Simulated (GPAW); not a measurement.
# Collinear magnetic orders of MnS (Rambergite) with GPAW, part 2 of 2

Aim: find out whether MnS (Rambergite) carries moments, and which collinear order costs least.

GPAW 26.7.0; PBE with U = 4 eV on Mn d; plane waves with GPAW's PAW setups, scalar-relativistic.

So far, largest spin moment in the augmentation sphere (μB): step 2 (order 1, typed as ferro ++) 4.49; step 3 (run 2 (antiferro q=(0,1/2,0) +--+)) 4.41.

The database entry behind the starting cell differs from later determinations by our own check (about 0.3 % short against later determinations), so it need not match the best structure at ambient conditions.

### Step 4. Run 3 (antiferro +-)

Reversing part of the moments tests the sign of the couplings between them.

Input file order3.py:

```python
import json
import numpy as np
from ase import Atoms
from ase.parallel import paropen, parprint
from gpaw import GPAW

atoms = Atoms(['Mn', 'Mn', 'S', 'S'],
    cell=[[3.976, 0.0, 0.0],
         [-1.988, 3.44331701, 0.0],
         [0.0, 0.0, 6.432]],
    scaled_positions=[[0.33333333, 0.66666667, 0.0],
         [0.66666667, 0.33333333, 0.5],
         [0.33333333, 0.66666667, 0.385],
         [0.66666667, 0.33333333, 0.885]],
    pbc=True,
    magmoms=[4.5, -4.5, 0.0, 0.0])
atoms.calc = GPAW(mode={'name': 'pw', 'ecut': 550},
    xc='PBE',
    kpts={'size': (10, 10, 6), 'gamma': True},
    occupations={'name': 'fermi-dirac', 'width': 0.1},
    convergence={'density': 1e-05, 'energy': 1e-05},
    maxiter=200,
    setups={'Mn': ':d,4.0'},
    txt='order3.txt')
e = atoms.get_potential_energy(force_consistent=True)
res = {'free_energy': e, 'energy_sigma0': atoms.get_potential_energy(), 'fermi_energy': atoms.calc.get_fermi_level()}
res['moments'] = atoms.get_magnetic_moments().tolist()
res['total'] = atoms.get_magnetic_moment()
parprint('site moments (muB):', np.round(res['moments'], 3))
parprint(f"total moment: {res['total']:.3f} muB")
parprint(f'free energy: {e:.6f} eV')
atoms.calc.write('order3.gpw')
with paropen('results.json', 'w') as f:
    json.dump(res, f)
```

Started as:

```sh
$ OMP_NUM_THREADS=1 mpirun -n 4 gpaw python order3.py > order3.log
```

Numbers of over 12 decimals in the logs are rounded to 6 here.

Output:

```text
site moments (muB): [ 4.441 -4.441 -0.01   0.01 ]
total moment: 0.000 muB
free energy: -28.603029 eV

--- order3.txt ---
Input parameters:
  mode=PW(ecut=550),
  convergence={'density': 1e-05, 'energy': 1e-05},
  kpts=MonkhorstPack(size=(10, 10, 6), gamma=True),
  maxiter=200,
  occupations=Occupations(name='fermi-dirac', width=0.1),
  setups={'Mn': ':d,4.0'},
  xc=XC(name='PBE')

Diagonalizing LCAO Hamiltonian
[...]
|         26 |         9.318 |     0.000 |         9.318 |     0.000 |
|         27 |         9.318 |     0.000 |         9.318 |     0.000 |
|         28 |        10.905 |     0.000 |        10.905 |     0.000 |
|         29 |        11.498 |     0.000 |        11.498 |     0.000 |

Gap: 2.295 eV
Transition (v -> c):
  (s=0, k=0, n=20, [0.00, 0.00, 0.00]) -> (s=1, k=0, n=21, [0.00, 0.00, 0.00])
No difference between direct/indirect transitions

[key lines of the parts left out:]
Free energy:     -28.603029
Converged in 11 steps
dipole moment: (-0.000002, 0.000002, -10.092973)  # |e|*Ang
Fermi level: 5.204
```

It took 2.4 min on 4 MPI ranks of Intel Xeon Platinum 8259CL at 2.50GHz (Skylake/Cascade Lake), shared host; peak memory 1.3 GiB.

Spin moment in the augmentation sphere by atom:

| atom | spin moment in the augmentation sphere (μB) |
| --- | --- |
| Mn1 | 4.44 |
| Mn2 | -4.44 |
| S3 | -0.01 |
| S4 | 0.01 |

Read from the output:

```yaml
magnetization: 0 μB
final_state: antiferromagnetic
```

It lies 57.5 meV a seeded atom under the first start, and its largest moment is 4.44 μB against 4.49 μB.

### Step 5. Run 4 (no spin polarisation)

A run without seeds gives the energy of the state without moments.

nospin.py is the script of step 4 with these lines changed:

```diff
@@ -14,4 +14,3 @@
          [0.66666667, 0.33333333, 0.885]],
-    pbc=True,
-    magmoms=[4.5, -4.5, 0.0, 0.0])
+    pbc=True)
 atoms.calc = GPAW(mode={'name': 'pw', 'ecut': 550},
@@ -23,11 +22,7 @@
     setups={'Mn': ':d,4.0'},
-    txt='order3.txt')
+    txt='nospin.txt')
 e = atoms.get_potential_energy(force_consistent=True)
 res = {'free_energy': e, 'energy_sigma0': atoms.get_potential_energy(), 'fermi_energy': atoms.calc.get_fermi_level()}
-res['moments'] = atoms.get_magnetic_moments().tolist()
-res['total'] = atoms.get_magnetic_moment()
-parprint('site moments (muB):', np.round(res['moments'], 3))
-parprint(f"total moment: {res['total']:.3f} muB")
 parprint(f'free energy: {e:.6f} eV')
-atoms.calc.write('order3.gpw')
+atoms.calc.write('nospin.gpw')
 with paropen('results.json', 'w') as f:
```

Started as:

```sh
$ OMP_NUM_THREADS=1 mpirun -n 4 gpaw python nospin.py > nospin.log
```

Output:

```text
free energy: -19.640995 eV

--- nospin.txt ---
Input parameters:
  mode=PW(ecut=550),
  convergence={'density': 1e-05, 'energy': 1e-05},
  kpts=MonkhorstPack(size=(10, 10, 6), gamma=True),
  maxiter=200,
  occupations=Occupations(name='fermi-dirac', width=0.1),
  setups={'Mn': ':d,4.0'},
  xc=XC(name='PBE')

Diagonalizing LCAO Hamiltonian
Converting LCAO to pw mode

            S

            Mn
        S

        Mn

[...]
|        ... |               |           |
|         12 |         0.825 |     2.000 |
|         13 |         0.948 |     2.000 |
|         14 |         0.950 |     2.000 |
|         15 |         1.385 |     2.000 |
[...]
|         25 |         6.867 |     0.000 |
|         26 |         7.131 |     0.000 |
|         27 |         8.143 |     0.000 |
|        ... |               |           |
|         29 |        10.969 |     0.000 |

No gap
No difference between direct/indirect transitions

[key lines of the parts left out:]
Free energy:     -19.640995
Converged in 25 steps
dipole moment: (-0.000002, -0.000006, -10.139587)  # |e|*Ang
Fermi level: 4.607
```

It took 2.8 min on 4 MPI ranks; peak memory 1 GiB; 11 min of CPU time.

Read from the output:

```
final state : non-magnetic (no spin polarisation)
```

It lies 4424 meV a seeded atom over the first start.

### Step 6. The states side by side

These are free energies at a smearing of 0.1 eV, so its entropy term is in the differences. They are divided by the number of seeded atoms, so that cells of unlike size compare. Wavevectors q in the names are fractions of the reciprocal vectors of the first run's cell.

Orders:

| start | final state | typed order kept | energy over the lowest (meV a seeded atom) | largest site moment (μB) | net moment (μB a primitive cell) | mesh matched | CPU time (s) |
| --- | --- | --- | --- | --- | --- | --- | --- |
| ferro ++ | ferromagnetic | yes | 92.45 | 4.491 | 10 | yes | 676.5 |
| antiferro q=(0,1/2,0) +--+ | antiferromagnetic | yes | 0 | 4.414 | 0 | yes | 2046 |
| antiferro +- | antiferromagnetic | yes | 34.94 | 4.441 | 0 | yes | 581.3 |
| no spin polarisation | non-magnetic | - | 4516 | 0 | 0 | yes | 677 |

### Step 7. Results

| Property | Result |
| --- | --- |
| lowest state found | antiferromagnetic (typed antiferro q=(0,1/2,0) +--+) |
| largest site moment | 4.41 μB |
| next state | antiferromagnetic, 34.9 meV a seeded atom higher |
| run without spin seeds, over the lowest | 4516 meV a seeded atom |

What this shows: The lowest state found is antiferromagnetic, reached from the start antiferro q=(0,1/2,0) +--+, with moments up to 4.41 μB. The next state costs 35 meV a seeded atom. Under a U a spinless open shell is left with part-filled orbitals, which the U penalises, so its energy is no clean measure of what the moments gain. This is the lowest of 4 finished starts, no proof of the ground state.

[Logs and program files are shortened in this print: banners, set-up blocks, solver, clock and traceback lines can be left out without a mark of their own.]

[Logs are printed without paths, hosts, clocks, repeated set-up lines and the standing remarks that a program may print on its own settings, such as how far it seeks lower states.]

[Hosts, paths, dates, database ids (printed as entryN), source tags and the programs' standing remarks are cut or masked in the printed files.]

[Where a cell is said to come from a database of computed structures, the database is the Materials Project.]
